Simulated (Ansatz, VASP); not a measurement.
CaO: VASP beside Ansatz

```
Ca O
1.0
     0.00000    2.40356    2.40356
     2.40356    0.00000    2.40356
     2.40356    2.40356    0.00000
Ca O
1 1
Direct
  0.00000 0.00000 0.00000
  0.50000 0.50000 0.50000
```

The cell is a database's computed one.

Alike in both runs: task relaxation of cell and atoms; functional PBE; k mesh 8 × 8 × 8; occupations gaussian, width 0.02 eV; no spin polarisation.

|  | VASP | Ansatz |
| --- | --- | --- |
| version | VASP 6.6.1 | Ansatz 0.2.0 |
| potentials or method | VASP PAW PBE potentials, release 64 (Ca_sv, O) | scalar-relativistic, plane waves, PAW |
| plane-wave cutoff (eV) | 600 | 420 |
| valence electrons in the cell | 16 | 16 |

VASP gave:

| Property | Result |
| --- | --- |
| gap on the k mesh at the Fermi level, each at its own relaxed structure (eV) | 3.64 |
| relaxed volume (Å³/atom) | 14.15 |
| relaxed cell length with the largest relative difference (Å) | 3.421 |
| energy change over the relaxation (meV/atom) | -2 |

Problem. Which values does Ansatz return?

Solution. gap on the k mesh at the Fermi level, each at its own relaxed structure (eV): 3.66; relaxed volume (Å³/atom): 14.09; relaxed cell length with the largest relative difference (Å): 3.416; energy change over the relaxation (meV/atom): -1.

A k mesh can miss the band edges. A hybrid or GW would open this gap; PBE tends to underestimate it.
